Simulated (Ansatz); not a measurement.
The system is HfC.

```xyz
2
Lattice="0.0000 2.3250 2.3250 2.3250 0.0000 2.3250 2.3250 2.3250 0.0000" Properties=species:S:1:pos:R:3 pbc="T T T"
Hf    2.3250    2.3250    2.3250
C     0.0000    0.0000    0.0000
```

Base run:

```yaml
Program: Ansatz 0.2.0
Functional: PBEsol
Potentials_or_basis: all-electron LAPW, scalar-relativistic
Cutoff: 302 eV (chosen from the basis error)
Basis_error_allowed: 0.001 eV/atom
k_mesh: 10 × 10 × 10
Occupations: fermi-dirac, width 0.05 eV
Spin: no spin polarisation
```

Its results: pressure -6.5 GPa.

The run is repeated on the same cell with these changes: hubbard terms from none to Hf d U = 8 eV. What comes out?

Pressure 9.8 GPa.

Caveats: U is the effective U less J, on atomic orbitals that reach past the spheres (some runs); U without spin polarisation on a metal has little footing (some runs); the U is typed as a test and isn't derived for this compound (some runs).
